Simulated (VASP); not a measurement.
Write the native input for VASP 6.6.1 that does the following.

```
Task                   : band structure
Functional             : PBE
Potentials or basis    : VASP PAW PBE potentials, release 64 (Se, Zn)
Cutoff                 : 520 eV
k mesh                 : 6 × 6 × 6
Occupations            : gaussian, width 0.02 eV
Spin                   : spin-orbit coupling, no magnetisation
Ladder                 : free
Further INCAR settings : ALGO = Normal; EDIFF = 1e-06; NBANDS = 30
```

Crystal: ZnSe (Stilleite).

```
Se Zn
1.0
     0.00000    2.83380    2.83380
     2.83380    0.00000    2.83380
     2.83380    2.83380    0.00000
Se Zn
1 1
Direct
  0.75000 0.75000 0.75000
  0.00000 0.00000 0.00000
```

One way to write it, as run:

POSCAR

```
ZnSe
1.0
    0.0000000000      2.8338000000      2.8338000000
    2.8338000000      0.0000000000      2.8338000000
    2.8338000000      2.8338000000      0.0000000000
Se Zn
1 1
Direct
    0.7500000000      0.7500000000      0.7500000000
    0.0000000000      0.0000000000      0.0000000000
```

INCAR.step1

```
ALGO = Normal ; EDIFF = 1E-6
ENCUT = 520 ; GGA = PE
GGA_COMPAT = F ; ISIF = 2
ISMEAR = 0 ; KPAR = 2
LASPH = T ; LCHARG = T
LORBIT = 11 ; LREAL = F
LSORBIT = T ; LWAVE = F
MAGMOM = 0 0 0 0 0 0 ; NBANDS = 30
NELM = 80 ; PREC = Accurate
SIGMA = 0.02
```

KPOINTS.step1

```
k-points
0
Gamma
  6 6 6
```

INCAR.step2

```
ALGO = Normal ; EDIFF = 1E-6
ENCUT = 520 ; GGA = PE
GGA_COMPAT = F ; ICHARG = 11
ISIF = 2 ; ISMEAR = 0
KPAR = 2 ; LASPH = T
LCHARG = F ; LORBIT = 11
LREAL = F ; LSORBIT = T
LWAVE = F ; MAGMOM = 0 0 0 0 0 0
NBANDS = 30 ; NELM = 80
PREC = Accurate ; SIGMA = 0.05
```

KPOINTS.step2

```
path GXWKGLUWLK,UX
10
line-mode
reciprocal
 0.0000000000  0.0000000000  0.0000000000  G
 0.5000000000  0.0000000000  0.5000000000  X

 0.5000000000  0.0000000000  0.5000000000  X
 0.5000000000  0.2500000000  0.7500000000  W

 0.5000000000  0.2500000000  0.7500000000  W
 0.3750000000  0.3750000000  0.7500000000  K

 0.3750000000  0.3750000000  0.7500000000  K
 0.0000000000  0.0000000000  0.0000000000  G

 0.0000000000  0.0000000000  0.0000000000  G
 0.5000000000  0.5000000000  0.5000000000  L

 0.5000000000  0.5000000000  0.5000000000  L
 0.6250000000  0.2500000000  0.6250000000  U

 0.6250000000  0.2500000000  0.6250000000  U
 0.5000000000  0.2500000000  0.7500000000  W

 0.5000000000  0.2500000000  0.7500000000  W
 0.5000000000  0.5000000000  0.5000000000  L

 0.5000000000  0.5000000000  0.5000000000  L
 0.3750000000  0.3750000000  0.7500000000  K

 0.6250000000  0.2500000000  0.6250000000  U
 0.5000000000  0.0000000000  0.5000000000  X
```

Potentials or basis: VASP PAW PBE potentials, release 64 (Se, Zn).

Launch:

```sh
$ cat potpaw_PBE.64/Se/POTCAR potpaw_PBE.64/Zn/POTCAR > POTCAR
$ cp INCAR.step1 INCAR
$ cp KPOINTS.step1 KPOINTS
$ mpirun -np 2 vasp_ncl > vasp.out
$ cp INCAR.step2 INCAR
$ cp KPOINTS.step2 KPOINTS
$ mpirun -np 2 vasp_ncl > vasp.out
```

Wall time 75 s on 2 MPI ranks on Intel(R) Xeon(R) 6975P-C (Granite Rapids), on a shared host, peak memory 0.38 GiB a rank.
